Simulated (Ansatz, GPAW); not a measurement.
Given: the input of a run of Ansatz 0.2.0 on Co. 

Contents of input.yaml:

```yaml
crystal:
  lattice:
    - [2.4719999032, 0.0, 0.0]
    - [-1.2359999516, 2.1408147143, 0.0]
    - [0.0, 0.0, 4.02114408]
  atoms:
    - { symbol: Co, position: [0.6666666667, 0.3333333333, 0.75], spin: 2.0 }
    - { symbol: Co, position: [0.3333333333, 0.6666666667, 0.25], spin: 2.0 }
kpoints:
  mp_grid: { grid: [12, 12, 7] }
scf:
  occupations: { method: gaussian, width: 0.017 }
hamiltonian:
  xc: pbe
  pseudopotentials: { kind: all_electron, lapw: { basis_error: 0.001 } }
magnetization:
  spin_polarized: true
output:
  forces: true
  stress: true
  eigenvalues: true
```

Potentials or basis: all-electron LAPW, scalar-relativistic.

Run with:

```console
$ ansatz run input.yaml --threads 2 --pin off --max-ram 6144MiB --backend cpu --events-out ev --progress --plain --runs-dir out
```

Question: Set up the same calculation for GPAW 26.7.0 (ASE script). Potentials or basis there: GPAW PAW data sets (gpaw-data 1.2.1), cutoff 600 eV.

Answer: As run (cutoffs and basis follow the program's own potentials, and thresholds, step limits or extra output files can differ):

File run.py:

```python
from ase.dft.bandgap import bandgap
from ase.io import read, write
from ase.units import Bohr, GPa
from gpaw import GPAW, PW
from gpaw.elf import elf_from_dft_calculation

atoms = read('Co.xyz')
atoms.set_initial_magnetic_moments([2.0, 2.0])

calc = GPAW(mode=PW(600),
            xc='PBE',
            kpts={'size': (12, 12, 7), 'gamma': True},
            occupations={'name': 'methfessel-paxton', 'order': 0, 'width': 0.017},
            nbands=21,
            convergence={'density': 1e-05, 'energy': 1e-05},
            maxiter=150,
            txt='gpaw.txt')
atoms.calc = calc
energy = atoms.get_potential_energy()
forces = atoms.get_forces()
stress = atoms.get_stress()
calc.write('gs.gpw')
write('result.traj', atoms)
print(f'Energy: {energy:.6f} eV')
print('Forces (eV/A):')
print(forces.round(4))
print('Stress (GPa):', (stress / GPa).round(3))
print('Moments:', calc.get_magnetic_moments().round(3))
print('Fermi level:', round(calc.get_fermi_level(), 4), 'eV')
print(f'Gap: {bandgap(calc)[0]:.4f} eV, direct: {bandgap(calc, direct=True)[0]:.4f} eV')

# fields on the real-space grid
write('density.cube', atoms, data=calc.get_pseudo_density() * Bohr**3)
write('potential.cube', atoms, data=calc.get_electrostatic_potential())
write('spin.cube', atoms, data=(calc.get_pseudo_density(spin=0) - calc.get_pseudo_density(spin=1)) * Bohr**3)
write('elf.cube', atoms, data=elf_from_dft_calculation(calc).data)
```

Contents of Co.xyz:

```xyz
2
Lattice="2.4719999032 0.0000000000 0.0000000000 -1.2359999516 2.1408147143 0.0000000000 0.0000000000 0.0000000000 4.0211440800" Properties=species:S:1:pos:R:3 pbc="T T T"
Co     1.2359999517      0.7136049047      3.0158580600
Co    -0.0000000001      1.4272098096      1.0052860200
```

Potentials or basis: GPAW PAW data sets (gpaw-data 1.2.1), pw.

Command:

```sh
$ OMP_NUM_THREADS=1 python run.py
```

Both were run:

|  | Ansatz | GPAW |
| --- | --- | --- |
| Pressure | 4.6 GPa | 4.8 GPa |
| Net moment | 3.22 μB per cell | 3.22 μB per cell |

Where Ansatz's input types no cutoff or centring, it takes its own default and a Γ-centred mesh.

The magnetic state is the one that the start led to; the real crystal's order can differ.

Pressure is positive in compression.
